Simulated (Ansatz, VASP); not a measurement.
# Two plane-wave programs on Si5Se

The input INCAR:

```
ALGO = Normal ; EDIFF = 1E-6
ENCUT = 520 ; GGA = PE
ISIF = 2 ; ISMEAR = 0
LASPH = T ; LCHARG = F
LREAL = F ; LWAVE = F
NBANDS = 22 ; NELM = 80
PREC = Accurate ; SIGMA = 0.1
```

Contents of KPOINTS:

```
k-points
0
Gamma
  4 4 4
```

The input POSCAR:

```
Si5Se
1.0
    0.0000000000      3.7512648700      3.7512648700
    3.7512648700      0.0000000000      3.7512648700
    3.7512648700      3.7512648700      0.0000000000
Si Se
5 1
Direct
    0.2500000000      0.2500000000      0.2500000000
    0.6242626200      0.1272121400      0.6242626200
    0.6242626200      0.6242626200      0.1272121400
    0.6242626200      0.6242626200      0.6242626200
    0.1272121400      0.6242626200      0.6242626200
    0.0000000000      0.0000000000      0.0000000000
```

Input for Ansatz:

```yaml
crystal:
  lattice:
    - [0.0, 3.75126487, 3.75126487]
    - [3.75126487, 0.0, 3.75126487]
    - [3.75126487, 3.75126487, 0.0]
  atoms:
    - { symbol: Si, position: [0.25, 0.25, 0.25] }
    - { symbol: Si, position: [0.62426262, 0.12721214, 0.62426262] }
    - { symbol: Si, position: [0.62426262, 0.62426262, 0.12721214] }
    - { symbol: Si, position: [0.62426262, 0.62426262, 0.62426262] }
    - { symbol: Si, position: [0.12721214, 0.62426262, 0.62426262] }
    - { symbol: Se, position: [0.0, 0.0, 0.0] }
basis:
  ecutwfc: 420
kpoints:
  mp_grid: { grid: [4, 4, 4] }
hamiltonian:
  xc: pbe
scf:
  occupations: { method: gaussian, width: 0.1 }
  lower_state_search: "off"
output:
  forces: true
  stress: true
  eigenvalues: true
```

Change from the starting cell: species swapped into the Be5Pt type (F-43m, No. 216).

Alike in both runs: task single point; functional PBE; k mesh 4 × 4 × 4; occupations gaussian, width 0.1 eV; no spin polarisation.

|  | VASP | Ansatz |
| --- | --- | --- |
| version | VASP 6.6.1 | Ansatz 0.2.0 |
| potentials or method | VASP PAW PBE potentials, release 64 (Si, Se) | scalar-relativistic, plane waves, PAW |
| plane-wave cutoff (eV) | 520 | 420 |
| valence electrons in the cell | 26 | 36 |

```tsv
	VASP	Ansatz	Ansatz less VASP
gap on the k mesh at the Fermi level (eV)	none	none	-
pressure (GPa)	-3.9	-3.9	-0.01
rms of the force components (eV/Å)	0.010	0.009	-0.0005
```

Atom by atom the forces differ by 0.000 eV/Å (rms over components). A gap of «none» marks a metal or a gap that the smearing closes. The two sets of potentials don't hold the same shells in valence.

Caveats: the k mesh is coarse (spacing up to 0.36 Å⁻¹), so the values aren't converged.
